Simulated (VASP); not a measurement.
# Cr (P6_3/mmc) in VASP: further runs

Aim: see how the results for Cr move with the level of theory and the settings. Levels: rev-vdW-DF2, PBEsol. Tasks: relaxation of cell and atoms, single point.

Program: VASP 6.6.1. These are calculated values, not measurements. Logs are shortened: lines on timing, memory, paths and dates and some standing lists are left out, and cuts for length are marked.

### Step 1. Starting point

It takes space group P6_3/mmc (No. 194, hexagonal). The conventional cell has a = 2.714 Å, b = 2.714 Å, c = 4.410 Å, α = 90.00°, β = 90.00°, γ = 120.00°. Cr (site symmetry -6m2) is surrounded by 12 Cr at 2.71 Å.

This isn't the form of Cr at room conditions, which is bcc.

### Step 2. Relaxation of cell and atoms, rev-vdW-DF2, collinear spin, ferromagnetic start

INCAR reads:

```
PREC = Accurate
ENCUT = 600
EDIFF = 1E-6
ISMEAR = -1
SIGMA = 0.05
LREAL = F
LASPH = T
NELM = 150
ALGO = Fast
ISIF = 3
LWAVE = F
LCHARG = F
ISPIN = 2
MAGMOM = 3 3
LORBIT = 11
LMAXMIX = 4
GGA = MK
LUSE_VDW = T
AGGAC = 0.0
PARAM1 = 0.1234
PARAM2 = 0.711357
ZAB_VDW = -1.8867
IBRION = 2
NSW = 60
EDIFFG = -0.005
```

KPOINTS reads:

```
regular mesh
0
Gamma
  8 8 5
```

POSCAR reads:

```
Cr
1.0
    2.7140000000      0.0000000000      0.0000000000
   -1.3570000000      2.3503929459      0.0000000000
    0.0000000000      0.0000000000      4.4100000000
Cr
2
Direct
    0.6666666667      0.3333333333      0.7500000000
    0.3333333333      0.6666666667      0.2500000000
```

Potentials or basis: VASP PAW PBE potentials, release 64 (Cr_pv).

Launch:

```
$ cat potpaw_PBE.64/Cr_pv/POTCAR > POTCAR
$ mpirun -np 1 vasp_std > vasp.out
```

OUTCAR:

```text
PREC = Accurate
   ENCUT = 600
   EDIFF = 1E-6
   ISMEAR = -1
   LREAL = F
   LASPH = T
   NELM = 150
   ISIF = 3
   ISPIN = 2
   LORBIT = 11
   GGA = MK
   IBRION = 2
   NSW = 60
   EDIFFG = -0.005

 ion  position               nearest neighbor table
   1  0.667  0.333  0.750-   2 2.71   2 2.71   2 2.71   2 2.71   2 2.71   2 2.71
   2  0.333  0.667  0.250-   1 2.71   1 2.71   1 2.71   1 2.71   1 2.71   1 2.71

  LATTYP: Found a hexagonal cell.
 ALAT       =     2.7140000000
 C/A-ratio  =     1.6249078850

  Lattice vectors:

 A1 = (   2.7140000000,   0.0000000000,   0.0000000000)
 A2 = (  -1.3570000000,   2.3503929459,   0.0000000000)
 A3 = (   0.0000000000,   0.0000000000,   4.4100000000)

Analysis of symmetry for initial positions (statically):
=====================================================================
 Subroutine PRICEL returns:
 Original cell was already a primitive cell.

 Routine SETGRP: Setting up the symmetry group for a
 hexagonal supercell.

 Subroutine GETGRP returns: Found 24 space group operations
 (whereof 12 operations were pure point group operations)
 out of a pool of 24 trial point group operations.

The static configuration has the point symmetry D_3d.
 The point group associated with its full space group is D_6h.

Analysis of symmetry for dynamics (positions and initial velocities):
=====================================================================
 Subroutine PRICEL returns:
 Original cell was already a primitive cell.

 Routine SETGRP: Setting up the symmetry group for a
 hexagonal supercell.

 Subroutine GETGRP returns: Found 24 space group operations
 (whereof 12 operations were pure point group operations)
 out of a pool of 24 trial point group operations.

The dynamic configuration has the point symmetry D_3d.
 The point group associated with its full space group is D_6h.

Analysis of structural, dynamic, and magnetic symmetry:
=====================================================================
 Subroutine PRICEL returns:
 Original cell was already a primitive cell.

 Routine SETGRP: Setting up the symmetry group for a
 hexagonal supercell.

 Subroutine GETGRP returns: Found 24 space group operations
 (whereof 12 operations were pure point group operations)
 out of a pool of 24 trial point group operations.

The overall configuration has the point symmetry D_3d.
 The point group associated with its full space group is D_6h.

 Subroutine INISYM returns: Found 24 space group operations
 (whereof 12 operations are pure point group operations),
 and found     1 'primitive' translations

----------------------------------------------------------------------------------------

                                     Primitive cell

  volume of cell :      28.1312
[... 100 lines left out ...]
   NELECT =      24.0000    total number of electrons
   NUPDOWN=      -1.0000    fix difference up-down
   EMIN   =  10.00;   EMAX   =-10.00  energy-range for DOS
   EFERMI =   0.00;   METHOD = LEGACY
   ISMEAR =    -1;   SIGMA  =   0.05  broadening in eV -4-tet -1-fermi 0-gaus
   EFERMI_NEDOS =   21; number of points for ismear=-14 and -15
   IALGO  =     68    algorithm
   IMIX   =      4    mixing-type and parameters
     AMIX     =   0.40;   BMIX     =  1.00
     AMIX_MAG =   1.60;   BMIX_MAG =  1.00
  volume/ion in A,a.u.               =      14.07        94.92
  Fermi-wavevector in a.u.,A,eV,Ry     =   1.552681  2.934142 32.801180  2.410819
  Thomas-Fermi vector in A             =   2.657021
   LORBIT       =     11    0 simple, 1 ext, 2 COOP (PROOUT), +10 PAW based schemes
   GGA     = MK    functional components
   LHFCALC =     F    Hartree Fock is set to
   AEXX    =    0.0000 exact exchange contribution
   IVDW_NL    =     1    kernel type
   BPARAM     = 6.3000
   IVDW    =     0    specifies the selected vdW correction
   LEPSILON=     F    determine dielectric tensor
   LRPA    =     F    only Hartree local field effects (RPA)
 conjugate gradient relaxation of ions
 spin polarized calculation
 RMM-DIIS sequential band-by-band and
  energy-cutoff  :      600.00
  volume of cell :       28.13
 maximum number of plane-waves:       966
 NGX is ok and might be reduce to    24
   NGX = 11   NGY = 11   NGZ = 17

--------------------------------------- Ionic step        1  -------------------------------------------

 number of electron      24.0000013 magnetization       1.6912905

 Free energy of the ion-electron system (eV)
  ---------------------------------------------------
  ext. energy  EPLUGINS =         0.00000000
  ---------------------------------------------------
  free energy    TOTEN  =       -12.49452977 eV

  energy without entropy =      -12.46026396  energy(sigma->0) =      -12.47739687

 E-fermi :   8.1457     XC(G=0): -12.6329

 val. band max:        8.1441628680   @ k =   0.2500  -0.0000   0.4000
 cond. band min:       8.1506063908   @ k =   0.1250  -0.0000   0.0000
 fundamental gap:      0.0064435229
 Fermi energy:         8.1457003956

 spin component 1

 k-point     1 :       0.0000    0.0000    0.0000
  band No.  band energies     occupation
      1     -35.1459      1.00000
      2     -34.7990      1.00000
      3     -34.7990      1.00000
      4     -34.7323      1.00000
      5     -34.7323      1.00000
      6     -34.6571      1.00000
[... 1162 lines left out ...]
  energy  without entropy=      -13.0285026886  energy(sigma->0) =      -13.04830014

Total vdW correction in eV:      3.4648308

[... ionic steps 4 to 20 ...]

--------------------------------------- Ionic step       21  -------------------------------------------

 number of electron      24.0000004 magnetization      -0.0000003

 number of electron      24.0000004 magnetization       0.0000001
[... 75 lines left out ...]
 number of electron      24.0000004 magnetization       0.0000005

 number of electron      24.0000004 magnetization      -0.0000006

 Free energy of the ion-electron system (eV)
  ---------------------------------------------------
  ext. energy  EPLUGINS =         0.00000000
  ---------------------------------------------------
  free energy    TOTEN  =       -13.15048055 eV

  energy without entropy =      -13.12162650  energy(sigma->0) =      -13.13605352

 E-fermi :  10.6772     XC(G=0): -13.7113

 val. band max:       10.6710469589   @ k =   0.5000  -0.0000   0.2000
 cond. band min:      10.6822995105   @ k =   0.3750   0.1250   0.2000
 fundamental gap:      0.0112525515
 Fermi energy:        10.6771618338

 spin component 1

 k-point     1 :       0.0000    0.0000    0.0000
  band No.  band energies     occupation
      1     -32.5524      1.00000
      2     -31.8267      1.00000
      3     -31.6255      1.00000
      4     -31.6255      1.00000
      5     -31.5573      1.00000
      6     -31.5573      1.00000
[... 1084 lines left out ...]
  energy  without entropy=      -13.1216264984  energy(sigma->0) =      -13.13605352

Total vdW correction in eV:      3.4596923

 reached required accuracy - stopping structural energy minimisation

 total charge

# of ion       s       p       d       tot
------------------------------------------
    1        0.430   6.376   4.274  11.080
    2        0.430   6.376   4.274  11.080
--------------------------------------------------
tot          0.859  12.753   8.548  22.160

 magnetization (x)

# of ion       s       p       d       tot
------------------------------------------
    1        0.000  -0.000  -0.000   0.000
    2        0.000  -0.000  -0.000   0.000
--------------------------------------------------
tot          0.000  -0.000  -0.000   0.000
```

CONTCAR:

```text
Cr
   1.00000000000000
     2.4629221064879951   -0.0000000000000000    0.0000000000000000
    -1.2314610532439976    2.1329531117820721    0.0000000000000000
    -0.0000000000000000    0.0000000000000000    4.4198620113658960
  Cr
     2
Direct
     0.6666666667000030    0.3333333332999970    0.7500000000000000
     0.3333333332999970    0.6666666667000030    0.2500000000000000

  0.00000000E+00  0.00000000E+00  0.00000000E+00
  0.00000000E+00  0.00000000E+00  0.00000000E+00
```

Run time: 12 min. Hardware: 1 thread of Intel Xeon Platinum 8488C (Sapphire Rapids), shared host; peak memory 0.36 GiB.

Results:

- Free energy: -13.1505 eV
- Relaxed volume: 11.61 Å³/atom
- Relaxed cell: a = 2.463 Å, b = 2.463 Å, c = 4.420 Å, α = 90.00°, β = 90.00°, γ = 120.00°
- Space group after relaxing (to 0.05 Å): P6_3/mmc (No. 194)
- Energy gained by relaxing: 328.0 meV/atom
- Ionic steps: 23
- Pressure after relaxing: 0.0 GPa
- Band gap on the k mesh: none (metal or under the smearing width)
- Net moment: 0.00 μB per cell
- Valence electrons inside the program's atomic spheres: Cr 11.08

The path:
| step | energy change (eV) | largest force (eV/Å) | pressure (GPa) | volume (Å³) |
| --- | --- | --- | --- | --- |
| 1 | 0.0000 | 0.0000 | -29.33 | 28.13 |
| 2 | 0.2729 | 0.0000 | 77.08 | 18.89 |
| 3 | -0.5736 | 0.0000 | -0.65 | 23.30 |
| 4 | -0.5743 | 0.0000 | -0.34 | 23.21 |
| 5 | -0.5736 | 0.0000 | 2.23 | 22.97 |
| 6 | -0.5745 | 0.0000 | 0.72 | 23.11 |
| 7 | -0.6266 | 0.0000 | 2.20 | 22.97 |
| 8 | -0.4999 | 0.0000 | 13.54 | 22.38 |
| 9 | -0.6475 | 0.0000 | 3.81 | 22.85 |
| 10 | -0.6493 | 0.0000 | 4.69 | 22.79 |
| 11 | -0.6358 | 0.0000 | -6.37 | 23.93 |
| 12 | -0.6552 | 0.0000 | 0.65 | 23.19 |
| 13 | -0.6558 | 0.0000 | -0.41 | 23.27 |
| 14 | -0.6559 | 0.0000 | -0.09 | 23.24 |
| 15 | -0.6559 | 0.0000 | -0.13 | 23.25 |
| 16 | -0.6559 | 0.0000 | -0.15 | 23.25 |
| 17 | -0.6559 | 0.0000 | -0.09 | 23.22 |
| 18 | -0.6559 | 0.0000 | 0.09 | 23.22 |
| 19 | -0.6560 | 0.0000 | -0.14 | 23.23 |
| 20 | -0.6560 | 0.0000 | 0.08 | 23.23 |
| 21 | -0.6560 | 0.0000 | -0.05 | 23.23 |
| 22 | -0.6560 | 0.0000 | -0.07 | 23.23 |
| 23 | -0.6560 | 0.0000 | 0.03 | 23.22 |

Final structure:
```
Cr
1.0
     2.46292    0.00000    0.00000
    -1.23146    2.13295    0.00000
     0.00000    0.00000    4.41986
Cr
2
Direct
  0.66667 0.33333 0.75000
  0.33333 0.66667 0.25000
```

Levels at points of the mesh, in eV from the Fermi level:
Spin up:
| k point | band 10 | band 11 | band 12 | band 13 | band 14 | band 15 |
| --- | --- | --- | --- | --- | --- | --- |
| (0.00, 0.00, 0.00) | -0.42 | -0.42 | -0.25 | -0.08 | -0.08 | 1.05 |
| (0.50, 0.00, 0.00) | -1.04 | -0.59 | -0.37 | -0.20 | 2.30 | 2.88 |
Spin down:
| k point | band 8 | band 9 | band 10 | band 11 | band 12 | band 13 | band 14 | band 15 | band 16 | band 17 |
| --- | --- | --- | --- | --- | --- | --- | --- | --- | --- | --- |
| (0.00, 0.00, 0.00) | -4.20 | -1.36 | -0.42 | -0.42 | -0.25 | -0.08 | -0.08 | 1.05 | 1.05 | 2.20 |
| (0.50, 0.00, 0.00) | -3.58 | -3.56 | -1.04 | -0.59 | -0.37 | -0.20 | 2.30 | 2.88 | 3.01 | 4.19 |

Caveat: the starting moments collapsed, and a magnetic state may lie lower; the volume moved by over 15 % at a fixed basis, so the end points are rough; the PAW data sets were made with another functional, which shifts forces and pressure a little.

### Step 3. Single point, PBEsol, collinear spin, ferromagnetic start

INCAR reads:

```
SYSTEM = Cr
ADDGRID = .FALSE.
ALGO = Normal
EDIFF = 1E-8
ENCUT = 900
GGA = PS
ISIF = 2
ISMEAR = 1
ISPIN = 2
LASPH = .TRUE.
LCHARG = .FALSE.
LMAXMIX = 4
LORBIT = 11
LREAL = .FALSE.
LWAVE = .FALSE.
MAGMOM = 3 3
NELM = 100
PREC = Accurate
SIGMA = 0.1
```

KPOINTS reads:

```
k-points
0
G
  20 20 11
  0 0 0
```

POSCAR is that of step 2.

Potentials or basis: VASP PAW PBE potentials, release 64 (Cr_pv).

Launch:

```
$ cat potpaw_PBE.64/Cr_pv/POTCAR > POTCAR
$ mpirun -np 1 vasp_std > vasp.out
```

It took 9.5 min on 1 thread of Intel Xeon Platinum 8488C (Sapphire Rapids), shared host; peak memory 0.55 GiB.

Results (log left out):

```
Free energy                                           : -18.8983 eV
Pressure                                              : -31.8 GPa
Band gap on the k mesh                                : none (metal or under the smearing width)
Net moment                                            : 1.84 μB per cell
Site moments                                          : Cr +0.85 μB
Valence electrons inside the program's atomic spheres : Cr 10.71
```

Stress tensor (GPa, compression positive):
```
-33.20   0.00   0.00
  0.00 -33.20   0.00
  0.00   0.00 -29.13
```

Levels at points of the mesh, in eV from the Fermi level:
Spin up:
```tsv
k point	band 11	band 12	band 13	band 14	band 15	band 16
(0.00, 0.00, 0.00)	-0.64	-0.32	-0.32	0.13	0.13	0.39
(0.50, 0.00, 0.00)	-0.83	-0.72	-0.25	1.53	1.64	1.70
```
Spin down:
```tsv
k point	band 9	band 10	band 11	band 12	band 13	band 14
(0.00, 0.00, 0.00)	0.01	0.09	0.09	0.48	0.48	0.69
(0.50, 0.00, 0.00)	-2.23	-0.75	-0.04	0.01	0.42	2.39
```

Caveat: a pressure of tens of GPa on the cell as given is suspect, and the run, the potentials or the cell itself is likely at fault; the PAW data sets were made with another functional, which shifts forces and pressure a little.

### Step 4. Single point, PBEsol, collinear spin, ferromagnetic start

Changes to INCAR since step 3:

```diff
@@ -3,4 +3,4 @@
 ALGO = Normal
-EDIFF = 1E-8
-ENCUT = 900
+EDIFF = 1E-6
+ENCUT = 250
 GGA = PS
```

KPOINTS reads:

```
k-points
0
G
  10 10 6
  0 0 0
```

POSCAR is that of step 3.

Launch:

```
$ cat potpaw_PBE.64/Cr_pv/POTCAR > POTCAR
$ mpirun -np 1 vasp_std > vasp.out
```

Wall time 16 s (1 thread of Intel Xeon Platinum 8488C (Sapphire Rapids), shared host); peak memory 0.12 GiB.

The run converged, but a check on its numbers failed (symmetry, net force, bounds or a known fault of this set-up), so they aren't taken as properties of the crystal.

Caveat: the cutoff lies under the usual one of these potentials, so the numbers hold a large basis-set error; a pressure of tens of GPa on the cell as given is suspect, and the run, the potentials or the cell itself is likely at fault; the PAW data sets were made with another functional, which shifts forces and pressure a little.

### Step 5. The reference run

An earlier run on the cell as given: functional PBE; potentials or basis VASP PAW PBE potentials, release 64 (Cr_pv); cutoff 520 eV; k mesh 11 × 11 × 6; occupations fermi-dirac, width 0.05 eV; collinear spin, ferromagnetic start; starting moments [3.0, 3.0] μB.

* Pressure: -25.5 GPa
* Band gap on the k mesh: none (metal or under the smearing width)
* Net moment: 1.77 μB per cell
* Site moments: Cr +0.82 μB
* Valence electrons inside the program's atomic spheres: Cr 10.72
